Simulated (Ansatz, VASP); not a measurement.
## Two plane-wave programs on Sb

```
Sb
1.0
     3.42032    0.00000    0.00000
    -1.71016    2.96209    0.00000
     0.00000    0.00000    5.57745
Sb
2
Direct
  0.66667 0.33333 0.75000
  0.33333 0.66667 0.25000
```

Change from the starting cell: volume scaled by 1.06.

Alike in both runs: task single point; functional PBEsol; k mesh 9 × 9 × 5; occupations fermi-dirac, width 0.05 eV; no spin polarisation.

```csv
,VASP,Ansatz
version,VASP 6.6.1,Ansatz 0.2.0
potentials or method,"VASP PAW PBE potentials, release 64 (Sb)",Ansatz PAW
plane-wave cutoff (eV),520,420
valence electrons in the cell,10,30
```

```csv
,VASP,Ansatz,Ansatz less VASP
gap on the k mesh at the Fermi level (eV),none,none,-
pressure (GPa),-4.7,-4.7,+0.04
largest component of the traceless stress (GPa),0.24,0.24,-0.004
```

A gap of «none» marks a metal or a gap that the smearing closes. With one functional, cell and mesh, what is left measures potentials, basis and numerics. The two sets of potentials don't hold the same shells in valence.

Caveats: the PAW data sets were made with another functional, which shifts forces and pressure a little (VASP); the PAW data sets come from PBE, with cores solved anew for the run's functional, which leaves a small shift of forces and pressure (Ansatz). The runs have no spin-orbit coupling, so splittings on Sb are missing.
